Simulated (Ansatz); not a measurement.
# CdGe3: the cost of one run

Method: DFT PBE, scalar-relativistic, plane waves, PAW, in Ansatz 0.2.0.

## Step 1: The structure to begin with

Symmetry: Pm-3m, No. 221, cubic system. The conventional cell has a = 4.601 Å, b = 4.601 Å, c = 4.601 Å, α = 90.00°, β = 90.00°, γ = 90.00°. Cd (site symmetry m-3m) is surrounded by 6 Ge at 2.30 Å. Ge (site symmetry 4/mmm) has 2 Cd at 2.30 Å as nearest neighbours.

Structure file:

```
CELL_PARAMETERS angstrom
4.60057 0.00000 0.00000
0.00000 4.60057 0.00000
0.00000 0.00000 4.60057
ATOMIC_POSITIONS crystal
Cd 0.00000 0.00000 0.00000
Ge 0.50000 0.00000 0.00000
Ge 0.00000 0.50000 0.00000
Ge 0.00000 0.00000 0.50000
```

(A quick probe on a coarse mesh, which set the mesh and smearing, is not shown.)

## Step 3: Coarse relaxation

Input file input.yaml:

```yaml
crystal:
  lattice:
    - [4.6005688751, 0.0, 0.0]
    - [0.0, 4.6005688751, 0.0]
    - [0.0, 0.0, 4.6005688751]
  atoms:
    - { symbol: Cd, position: [0.0, 0.0, 0.0] }
    - { symbol: Ge, position: [0.5, 0.0, 0.0] }
    - { symbol: Ge, position: [0.0, 0.5, 0.0] }
    - { symbol: Ge, position: [0.0, 0.0, 0.5] }
basis:
  ecutwfc: 420
kpoints:
  mp_grid: { grid: [4, 4, 4] }
hamiltonian:
  xc: pbe
scf:
  occupations: { method: gaussian, width: 0.1 }
  lower_state_search: "off"
output:
  forces: true
  stress: true
  eigenvalues: true
relax:
  adjacent_minimum: "off"
  f_tol: 0.04
  max_steps: 70
  cell: { stress_tol: 0.4 }
```

**Question.** How long does this run take on 1 thread of an Arm CPU, shared host, and how much memory does it need?

About 22 s, with a peak of 0.39 GiB.
